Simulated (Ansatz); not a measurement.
The reference is NaCl in the rock salt structure (space group Fm-3m, No. 225).

```cif
data_ClNa
_chemical_formula_sum 'Na1 Cl1'
_space_group_name_H-M_alt 'P 1'
_space_group_IT_number 1
_cell_length_a 3.96527
_cell_length_b 3.96527
_cell_length_c 3.96527
_cell_angle_alpha 60.000
_cell_angle_beta 60.000
_cell_angle_gamma 60.000
loop_
_space_group_symop_operation_xyz
  'x, y, z'
loop_
_atom_site_label
_atom_site_type_symbol
_atom_site_fract_x
_atom_site_fract_y
_atom_site_fract_z
_atom_site_occupancy
Na1 Na 0.00000 0.00000 0.00000 1
Cl1 Cl 0.50000 0.50000 0.50000 1
```

Levels (all Ansatz, an electronic-structure program, PAW): r2SCAN (500 eV, scalar-relativistic without spin-orbit coupling); HSE06 (420 eV, no spin-orbit coupling).

The geometry is relaxed with r2SCAN.

| Item | Result |
|---|---|
| r2SCAN lowest conduction level above the VBM at special points | Γ 5.97 eV; L 7.95 eV; X 8.42 eV |

With HSE06 at the same geometry, the lowest conduction level above the VBM at special points changes from Γ 5.97 eV; L 7.95 eV; X 8.42 eV to Γ 6.55 eV; L 8.65 eV; X 9.04 eV.

Single points use the geometry relaxed with r2SCAN. The levels and masses belong to the bands next to the band gap. Whether these cells are dynamically stable was not tested.
